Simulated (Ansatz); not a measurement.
**BP: from supercell energies to defect levels (B on the P site)**

Level of theory: Ansatz 0.2.0, DFT PBE, scalar-relativistic, plane waves, PAW. Run with 420 eV cutoff, 2×2×2 k-mesh, shifted by half a step, Gaussian smearing of 0.01 eV, collinear spin in charge -1 alone.

Host crystal, relaxed:

```cif
data_structure
_symmetry_space_group_name_H-M 'P 1'
_symmetry_Int_Tables_number 1
_cell_length_a 3.2161
_cell_length_b 3.2161
_cell_length_c 3.2161
_cell_angle_alpha 60.000
_cell_angle_beta 60.000
_cell_angle_gamma 60.000
_cell_volume 23.52
loop_
_atom_site_label
_atom_site_type_symbol
_atom_site_fract_x
_atom_site_fract_y
_atom_site_fract_z
_atom_site_occupancy
B1 B 0.00000 0.00000 0.00000 1
P1 P 0.25000 0.25000 0.25000 1
```

The B on the P site was set at (0.250, 0.250, 0.250) of the host cell, in a supercell of 32 sites (376 Å³), relaxed at fixed cell in each charge q. The host's Kohn–Sham gap is 1.25 eV and its static dielectric constant 9.3 (mean). For each charge: the supercell's free energy over the neutral one with q electrons exchanged at the valence band top, F(q) − F(0) + qE_v; the image-charge term; and the term that aligns the potential far from the defect with the host's.

```json
{"q": "0", "F(q) − F(0) + qE_v (eV)": "0.000", "image charge (eV)": "0.000", "alignment (eV)": "0.000"}
{"q": "-1", "F(q) − F(0) + qE_v (eV)": "-0.911", "image charge (eV)": "0.311", "alignment (eV)": "0.355"}
{"q": "-2", "F(q) − F(0) + qE_v (eV)": "-1.572", "image charge (eV)": "1.245", "alignment (eV)": "0.601"}
```

Task: Add the terms and find the levels between neighbouring charges, ε(q/q′) = [A(q′) − A(q)]/(q − q′), with and without the two corrections.

Result: A(q): 0.000 eV for 0, -0.245 eV for -1, 0.274 eV for -2.
```csv
level,corrected (eV over E_v),uncorrected (eV)
(0/-1),-0.25,-0.91
(-1/-2),0.52,-0.66
```

As a check, a point charge in a simple cubic cell of this volume has q²αe²/(2εL) = 0.306 q² eV (e² = 14.40 eV Å, α = 2.837, L = 7.22 Å); the shape of the real cell can change it somewhat. The term grows as q², so it pushes donor levels down and acceptor levels up. The program doubts the alignment for q = -1, -2, so levels beside it are uncertain by about that term.

Task: Which of these charges is lowest with the Fermi level at the valence band top, at mid-gap and at the conduction band bottom?

Result: The line A(q) + qE_F that lies lowest gives the charge: -1 at E_F = 0.00 eV, -2 at E_F = 0.62 eV, -2 at E_F = 1.25 eV. (0/-1) falls outside this Kohn–Sham gap, so the change of charge isn't reached within it; the real gap is usually wider and may hold a localised level, while a level that comes from a carrier in the host's bands only marks the band edge and moves with it. In charge 0, -1 the cell has partly filled levels, from a carrier spread over the host's bands, a defect level that the small cell broadens into a band, or a degenerate defect level that the symmetric start can't split, so the levels beside it are doubtful. In charge 0 the extra carrier sits in the host's bands, sampled away from their edge; a term of -0.25 eV would put the level beside it at that edge (it also undoes corrections that don't apply to a spread carrier) and isn't included above. Charges beyond those computed could lie lower near the band edges.

Task: The neutral defect forms at 4.07 eV with atoms taken from and returned to the elements. What are the formation energies at those three Fermi levels, and what share of sites would hold the defect at 1200 K with E_F at mid-gap, if the host still stood at that temperature?

Result: E_f = E_f(0) + A(q) + qE_F = 3.83, 3.10, 1.85 eV. In the dilute limit the share is exp(−E_f/k_BT) = exp(−3.100/0.1034) = 9.6×10⁻¹⁴, leaving out degeneracy and vibrational entropy. Both elements stand at their elemental potentials, a limit that the host or competing compounds often put out of reach. The small cell and the narrow Kohn–Sham gap leave errors of tenths of an eV or more, which change the share by orders of magnitude.